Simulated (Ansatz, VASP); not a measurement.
# GaAs: VASP beside Ansatz

```xyz
2
Lattice="0.0000 2.8268 2.8268 2.8268 0.0000 2.8268 2.8268 2.8268 0.0000" Properties=species:S:1:pos:R:3 pbc="T T T"
As    4.2403    4.2403    4.2403
Ga    0.0000    0.0000    0.0000
```

Alike in both runs: task single point; functional PBEsol; k mesh 6 × 6 × 6; occupations fermi-dirac, width 0.05 eV; no spin polarisation.

|  | VASP | Ansatz |
| --- | --- | --- |
| version | VASP 6.6.1 | Ansatz 0.2.0 |
| potentials or method | VASP PAW PBE potentials, release 64 (As, Ga_d), cutoff 520 eV | all-electron PAW datasets made for the crystal |

|  | VASP | Ansatz | Ansatz less VASP |
| --- | --- | --- | --- |
| gap on the k mesh at the Fermi level (eV) | 0.45 | 0.44 | -0.009 |
| least direct gap on the mesh (eV) | 0.45 | 0.44 | -0.009 |
| pressure (GPa) | 0.3 | 0.2 | -0.15 |

Ansatz ran all-electron here, so the differences hold the error of VASP's frozen core and of both bases.

Caveats: the PAW data sets were made with another functional, which shifts forces and pressure a little (VASP).
